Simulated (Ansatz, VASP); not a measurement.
InAs in VASP and in Ansatz

The input INCAR:

```
ALGO = Normal
EDIFF = 1E-6
ENCUT = 520
GGA = RP
ISIF = 2
ISMEAR = -1
LASPH = T
LCHARG = T
LELF = T
LREAL = F
LVHAR = T
LWAVE = F
NBANDS = 16
NELM = 80
PREC = Accurate
SIGMA = 0.05
```

KPOINTS

```
k-points
0
Gamma
  8 8 8
```

File POSCAR:

```
InAs
1.0
    0.0000000000      2.8773040000      2.8773040000
    2.8773040000      0.0000000000      2.8773040000
    2.8773040000      2.8773040000      0.0000000000
In As
1 1
Direct
    0.5000000000      0.5000000000      0.5000000000
    0.0000000000      0.0000000000      0.0000000000
```

input.yaml

```yaml
crystal:
  lattice:
    - [0.0, 2.877304, 2.877304]
    - [2.877304, 0.0, 2.877304]
    - [2.877304, 2.877304, 0.0]
  atoms:
    - { symbol: In, position: [0.5, 0.5, 0.5] }
    - { symbol: As, position: [0.0, 0.0, 0.0] }
hamiltonian:
  xc: rpbe
  pseudopotentials: { kind: paw }
kpoints:
  mp_grid: { grid: [8, 8, 8] }
  band_path:
    path:
      - [[0.0, 0.0, 0.0], [0.5, 0.0, 0.5], [0.5, 0.25, 0.75], [0.375, 0.375, 0.75], [0.0, 0.0, 0.0], [0.5, 0.5, 0.5], [0.625, 0.25, 0.625], [0.5, 0.25, 0.75], [0.5, 0.5, 0.5], [0.375, 0.375, 0.75]]
      - [[0.625, 0.25, 0.625], [0.5, 0.0, 0.5]]
    npoints: 14
scf:
  occupations: { method: fermi_dirac, width: 0.05 }
  n_extra_bands: 6
output:
  forces: true
  stress: true
  eigenvalues: true
  fatbands: false
```

Measurements of this composition are mostly on another form, of space group No. 216.

Alike in both runs: functional RPBE; k mesh 8 × 8 × 8; occupations fermi-dirac, width 0.05 eV; no spin polarisation.

|  | VASP | Ansatz |
| --- | --- | --- |
| version | VASP 6.6.1 | Ansatz 0.2.0 |
| potentials or method | VASP PAW PBE potentials, release 64 (In_d, As) | Ansatz PAW |
| plane-wave cutoff (eV) | 520 | 420 |
| valence electrons in the cell | 18 | 28 |
| task | single point | band structure |

|  | VASP | Ansatz | Ansatz less VASP |
| --- | --- | --- | --- |
| gap on the k mesh at the Fermi level (eV) | none | none | - |
| pressure (GPa) | 1.7 | 1.7 | -0.02 |

A gap of «none» marks a metal or a gap that the smearing closes. With one functional, cell and mesh, what is left measures potentials, basis and numerics. The two sets of potentials don't hold the same shells in valence.

Caveats: the PAW data sets were made with another functional, which shifts forces and pressure a little (VASP); spin-orbit coupling is left out, which moves the levels of the heavy elements (Ansatz); the PAW data sets come from PBE, with cores solved anew for the run's functional, which leaves a small shift of forces and pressure (Ansatz).
